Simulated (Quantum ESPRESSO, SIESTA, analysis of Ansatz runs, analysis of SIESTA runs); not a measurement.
# V_F in LiF (Fm-3m): how far do the levels depend on the basis, the mesh and the program? (SIESTA and Quantum ESPRESSO), part 5 of 6

Question: at which Fermi levels does V_F in LiF (Fm-3m) change its charge, and how much of the answer depends on the basis, the mesh and the program? The model is a cell of 54 host atoms with 1 F taken out.

SIESTA and Quantum ESPRESSO ; SIESTA numerical-orbital DFT, PBEsol, DZP basis, PseudoDojo 0.4.1 potentials converted to PSML; charged supercells in a uniform background, point-charge correction with alignment at far sites.

So far. Step 8 (SIESTA, PBEsol, SZP, mesh 300 Ry, energy shift 0.005 …): Against the first level the gap goes from 9.10 to 8.86 eV, and the level that moves most, (0/−1), from 7.52 to 7.21 eV; counted from the conduction bottom it moves by 0.07 eV, so it follows the conduction band more closely, by this count alone (no common zero is set between the two levels of method).

## (10) SIESTA, PBEsol, DZP, mesh 300 Ry, energy shift 0.005 Ry, without orbitals at the vacancy, k = ¼

Level of this step: SIESTA numerical-orbital DFT, PBEsol, DZP basis, PseudoDojo 0.4.1 potentials converted to PSML; single point of a defect supercell at fixed charge in a uniform background (SIESTA).

Basis functions at the vacant site are taken away. Electrons trapped in a vacancy have no atom to sit on, so a basis that only follows atoms may describe them poorly.

Input file defect.fdf:

```
SystemName                      Li27F26
SystemLabel                     defect
NumberOfSpecies                 2
NumberOfAtoms                   53
%block ChemicalSpeciesLabel
  1    3 Li
  2    9 F
%endblock ChemicalSpeciesLabel
LatticeConstant                 1.0 Ang
%block LatticeVectors
     0.005415000     5.990970000     5.990970000
     5.990970000     0.005415000     5.990970000
     5.990970000     5.990970000     0.005415000
%endblock LatticeVectors
AtomicCoordinatesFormat         Fractional
%block AtomicCoordinatesAndAtomicSpecies
     0.000056948    -0.000951814     0.001129530  1
     0.166784585     0.166318463     0.166875805  2
[... 25 atom lines left out ...]
     0.339089316     0.341146602     0.659283517  1
[... 3 atom lines left out ...]
     0.341857046     0.659561920     0.337953815  1
[... 1 atom line left out ...]
     0.341204032     0.660877312     0.657382565  1
[... 9 atom lines left out ...]
     0.660741645     0.338609111     0.338984348  1
[... 1 atom line left out ...]
     0.659252355     0.339868439     0.660073499  1
[... 3 atom lines left out ...]
     0.661811790     0.659054151     0.338831715  1
[... 2 atom lines left out ...]
     0.833499500     0.832994618     0.833930538  2
%endblock AtomicCoordinatesAndAtomicSpecies
%block kgrid.MonkhorstPack
    1   0   0  0.25
    0   1   0  0.25
    0   0   1  0.25
%endblock kgrid.MonkhorstPack
XC.Functional                   GGA
XC.Authors                      PBEsol
PAO.BasisSize                   DZP
PAO.EnergyShift                 0.005 Ry
Mesh.Cutoff                     300 Ry
%block PAO.PolarizationScheme
  Li non-perturbative
%endblock PAO.PolarizationScheme
NetCharge                       -1.0
OccupationFunction              FD
ElectronicTemperature           0.01 eV
MaxSCFIterations                150
SCF.MustConverge                true
SCF.Mixer.Method                Pulay
SCF.Mixer.Weight                0.2
SCF.Mixer.History               10
SCF.DM.Tolerance                1.0e-4
SCF.H.Tolerance                 1.0e-3 eV
WriteForces                     true
Charge.Mulliken                 end
SaveRho                         true
SaveElectrostaticPotential      true
Charge.Hirshfeld                end
Charge.Voronoi                  end
```

Command:

```
> OMP_NUM_THREADS=1 siesta defect.fdf > defect.out
```

What it wrote:

```text
Version         : 5.4.2

                           ***********************
                           *  WELCOME TO SIESTA  *
                           ***********************

[...]
reinit: Reading from file defect.fdf

reinit: -----------------------------------------------------------------------
reinit: System Name: Li27F26
reinit: -----------------------------------------------------------------------
reinit: System Label: defect
reinit: -----------------------------------------------------------------------

initatom: Reading input for the pseudopotentials and atomic orbitals ----------
Species number:   1 Atomic number:    3 Label: Li
Species number:   2 Atomic number:    9 Label: F

[... pseudopotential checks and orbital generation ...]

prinput: Basis input

PAO.BasisType split

%block ChemicalSpeciesLabel
    1    3 Li                      # Species index, atomic number, species label
    2    9 F                       # Species index, atomic number, species label
%endblock ChemicalSpeciesLabel

%block PAO.Basis                 # Define Basis set
# WARNING: This information might be incomplete!
Li                    3                    # Species label, number of l-shells
 n=1   0   1                         # n, l, Nzeta
   2.646
   1.000
 n=2   0   2                         # n, l, Nzeta
   9.893      7.239
   1.000      1.000
 n=2   1   1                         # n, l, Nzeta
   9.893
   1.000
F                     2                    # Species label, number of l-shells
 n=2   0   2                         # n, l, Nzeta
   3.462      2.100
   1.000      1.000
 n=2   1   2 P   1                   # n, l, Nzeta, Polarization, NzetaPol
   4.300      2.583
   1.000      1.000
%endblock PAO.Basis

[...]
siesta: Atomic forces (eV/Ang):
     1   -0.009736   -0.005499    0.008269
     2   -0.006632   -0.002532    0.001040
     3   -0.007941   -0.016668    0.004377
[...]
52    0.010188   -0.014516    0.015323
    53   -0.008103   -0.005152   -0.000270
   Tot    0.000069    0.000563    0.000445
   Max    0.027719
   Res    0.010941    sqrt( Sum f_i^2 / 3N )
   Max    0.027719    constrained
[...]
Stress tensor Voigt[x,y,z,yz,xz,xy] (kbar):        2.46        2.32        2.50        2.03        2.05        2.02
(Free)E + p*V (eV/cell)   -22724.8454
Target enthalpy (eV/cell)   -22724.1948
[...]
siesta: Final energy (eV):
siesta:  Band Struct. =   -7073.131046
siesta:       Kinetic =   15398.054330
siesta:       Hartree =    6079.877567
siesta:         Exch. =   -4777.772849
siesta:         Corr. =    -326.281413
siesta:   Exch.-corr. =   -5104.054263
siesta:  Ion-electron =  -28638.486117
siesta:       Ion-ion =  -10459.586331
siesta:         Total =  -22724.194815
siesta:         Fermi =      -5.179106
[...]
siesta: Stress tensor (static) (eV/Ang**3):
siesta:     0.001538    0.001259    0.001282
siesta:     0.001259    0.001445    0.001269
siesta:     0.001282    0.001269    0.001561
[...]
siesta: Cell volume =        429.469393 Ang**3
[...]
siesta: Pressure (static):
siesta:                Solid            Molecule  Units
siesta:          -0.00001650         -0.00002063  Ry/Bohr**3
siesta:          -0.00151477         -0.00189420  eV/Ang**3
siesta:          -2.42692202         -3.03484717  kBar
[...]
mulliken: Qtot =      264.000

Mulliken Atomic Populations:
Atom #   charge [q] valence [e]  Species
     1     0.390864    2.609136  Li
     2    -0.507684    7.507684  F
     3     0.438275    2.561725  Li
     4    -0.508457    7.508457  F
     5     0.437890    2.562110  Li
     6    -0.504628    7.504628  F
[...]
50     0.414538    2.585462  Li
    51    -0.508253    7.508253  F
    52     0.528810    2.471190  Li
    53    -0.508125    7.508125  F
 Total    -1.000000

[...]
Job completed
```

It took 4.4 min on 1 MPI rank of Arm Neoverse V2, shared host; peak memory 0.94 GiB.

On the kept structures the largest force at this level is 0.04 eV/Å, so they are close to rest here too.

By state, in eV; the first energy still holds the atoms taken out or put in:

| charge | moment (μB) | energy over the host, electrons at the valence top | point-charge term | potential shift at far sites | its spread | correction |
| --- | --- | --- | --- | --- | --- | --- |
| −1 | 0 | 680.029 | 0.293 | -0.069 | 0.041 | 0.361 |
| 0 | 1 | 672.868 | 0.000 | - | - | 0.000 |
| +1 | 0 | 666.572 | 0.293 | 0.036 | 0.024 | 0.329 |

Against the first level the gap goes from 9.10 to 9.10 eV, and the level that moves most, (+1/0), from 5.96 to 5.97 eV.

## (11) SIESTA, PBEsol, DZP, mesh 180 Ry, energy shift 0.005 Ry, with orbitals at the vacancy, k = ¼

The real-space mesh goes from 300 to 180 Ry on the same structures. Too coarse a mesh makes energies depend on where atoms sit against the grid.

Input file defect.fdf:

```
SystemName                      Li27F26
SystemLabel                     defect
NumberOfSpecies                 3
NumberOfAtoms                   54
%block ChemicalSpeciesLabel
  1    3 Li
  2    9 F
  3   -9 F_ghost
%endblock ChemicalSpeciesLabel
LatticeConstant                 1.0 Ang
%block LatticeVectors
     0.005415000     5.990970000     5.990970000
     5.990970000     0.005415000     5.990970000
     5.990970000     5.990970000     0.005415000
%endblock LatticeVectors
AtomicCoordinatesFormat         Fractional
%block AtomicCoordinatesAndAtomicSpecies
     0.000056948    -0.000951814     0.001129530  1
     0.166784585     0.166318463     0.166875805  2
     0.000361639    -0.000987442     0.334656454  1
[... 25 atom lines left out ...]
     0.500865905     0.499345912     0.840629219  2
[... 3 atom lines left out ...]
     0.501014775     0.839197951     0.500047948  2
[... 1 atom line left out ...]
     0.500000203     0.832858726     0.833082933  2
[... 9 atom lines left out ...]
     0.841816239     0.498596938     0.500991537  2
[... 1 atom line left out ...]
     0.834405172     0.498449692     0.833516700  2
[... 3 atom lines left out ...]
     0.833597353     0.832290540     0.500389989  2
[... 2 atom lines left out ...]
     0.499999875     0.499999875     0.499999875  3
%endblock AtomicCoordinatesAndAtomicSpecies
%block kgrid.MonkhorstPack
    1   0   0  0.25
    0   1   0  0.25
    0   0   1  0.25
%endblock kgrid.MonkhorstPack
XC.Functional                   GGA
XC.Authors                      PBEsol
PAO.BasisSize                   DZP
PAO.EnergyShift                 0.005 Ry
Mesh.Cutoff                     180 Ry
%block PAO.PolarizationScheme
  Li non-perturbative
%endblock PAO.PolarizationScheme
NetCharge                       -1.0
OccupationFunction              FD
ElectronicTemperature           0.01 eV
MaxSCFIterations                150
SCF.MustConverge                true
SCF.Mixer.Method                Pulay
SCF.Mixer.Weight                0.2
SCF.Mixer.History               10
SCF.DM.Tolerance                1.0e-4
SCF.H.Tolerance                 1.0e-3 eV
WriteForces                     true
Charge.Mulliken                 end
SaveRho                         true
SaveElectrostaticPotential      true
Charge.Hirshfeld                end
Charge.Voronoi                  end
```

What it wrote:

```text
Version         : 5.4.2

                           ***********************
                           *  WELCOME TO SIESTA  *
                           ***********************

[...]
reinit: Reading from file defect.fdf

reinit: -----------------------------------------------------------------------
reinit: System Name: Li27F26
reinit: -----------------------------------------------------------------------
reinit: System Label: defect
reinit: -----------------------------------------------------------------------

initatom: Reading input for the pseudopotentials and atomic orbitals ----------
Species number:   1 Atomic number:    3 Label: Li
Species number:   2 Atomic number:    9 Label: F
Species number:   3 Atomic number:   -9 Label: F_ghost (floating PAOs)

[... pseudopotential checks and orbital generation ...]

prinput: Basis input

PAO.BasisType split

%block ChemicalSpeciesLabel
    1    3 Li                      # Species index, atomic number, species label
    2    9 F                       # Species index, atomic number, species label
    3   -9 F_ghost                 # Species index, atomic number, species label
%endblock ChemicalSpeciesLabel

%block PAO.Basis                 # Define Basis set
# WARNING: This information might be incomplete!
Li                    3                    # Species label, number of l-shells
 n=1   0   1                         # n, l, Nzeta
   2.646
   1.000
 n=2   0   2                         # n, l, Nzeta
   9.893      7.239
   1.000      1.000
 n=2   1   1                         # n, l, Nzeta
   9.893
   1.000
F                     2                    # Species label, number of l-shells
 n=2   0   2                         # n, l, Nzeta
   3.462      2.100
[...]
1   -0.009750   -0.005921    0.008132
     2   -0.006574   -0.003932    0.001333
     3   -0.004381   -0.014431    0.003976
[...]
53   -0.007750   -0.004426   -0.000106
    54   -0.000226   -0.000250    0.000054
   Tot   -0.001345    0.000101    0.001335
   Max    0.026201
   Res    0.010626    sqrt( Sum f_i^2 / 3N )
   Max    0.026201    constrained
[...]
Stress tensor Voigt[x,y,z,yz,xz,xy] (kbar):       -0.06       -0.22       -0.01        0.15        0.19        0.14
(Free)E + p*V (eV/cell)   -22724.6788
Target enthalpy (eV/cell)   -22724.7050
[...]
siesta: Final energy (eV):
siesta:  Band Struct. =   -7073.519164
siesta:       Kinetic =   15398.219362
siesta:       Hartree =    6079.942921
siesta:         Exch. =   -4777.890353
siesta:         Corr. =    -326.607844
siesta:   Exch.-corr. =   -5104.498197
siesta:  Ion-electron =  -28638.768899
siesta:       Ion-ion =  -10459.600227
siesta:         Total =  -22724.705039
siesta:         Fermi =      -5.844509
[...]
siesta: Stress tensor (static) (eV/Ang**3):
siesta:    -0.000037    0.000086    0.000120
siesta:     0.000086   -0.000140    0.000094
siesta:     0.000120    0.000094   -0.000006
[...]
siesta: Cell volume =        429.469393 Ang**3
[...]
siesta: Pressure (static):
siesta:                Solid            Molecule  Units
siesta:           0.00000066         -0.00000280  Ry/Bohr**3
siesta:           0.00006100         -0.00025737  eV/Ang**3
siesta:           0.09773745         -0.41235254  kBar
[...]
mulliken: Qtot =      264.000

Mulliken Atomic Populations:
Atom #   charge [q] valence [e]  Species
     1     0.388471    2.611529  Li
     2    -0.507031    7.507031  F
     3     0.454322    2.545678  Li
     4    -0.508093    7.508093  F
     5     0.453889    2.546111  Li
     6    -0.504172    7.504172  F
[...]
50     0.402396    2.597604  Li
    51    -0.507885    7.507885  F
    52     0.534184    2.465816  Li
    53    -0.507481    7.507481  F
    54     7.013228   -0.013228  F_ghost
 Total     6.000000

[...]
Job completed
```

Elapsed: 2.3 min, on 1 MPI rank; peak memory 0.63 GiB.

On the kept structures the largest force at this level is 0.04 eV/Å, so they are close to rest here too.

By state, in eV; the first energy still holds the atoms taken out or put in:

| charge | moment (μB) | energy over the host, electrons at the valence top | point-charge term | potential shift at far sites | its spread | correction |
| --- | --- | --- | --- | --- | --- | --- |
| −1 | 0 | 679.974 | 0.293 | -0.068 | 0.040 | 0.361 |
| 0 | 1 | 672.813 | 0.000 | - | - | 0.000 |
| +1 | 0 | 666.527 | 0.293 | 0.035 | 0.024 | 0.328 |

Against the first level the gap goes from 9.10 to 9.10 eV, and the level that moves most, (+1/0), from 5.96 to 5.96 eV.

(Continued in part 6 of 6.)

[Logs are printed without paths, hosts, clocks, repeated set-up lines and the standing remarks that a program may print on its own settings, such as how far it seeks lower states.]

[Hosts, paths, dates, database ids (printed as entryN), source tags and the programs' standing remarks are cut or masked in the printed files.]

[For some hosts the program warned that the k-mesh of the response run may be too coarse for force constants and the static dielectric constant; such warnings are not shown here.]

[Charge tables in the logs are Mulliken or Hirshfeld populations, whose sizes and signs can differ; where basis functions stand at a vacancy, SIESTA counts their charge against the missing atom's valence.]

[In relaxation paths of CP2K, step 0 can be the structure after the first move, since the trajectory file begins there, and the last row can be the final structure solved once more.]
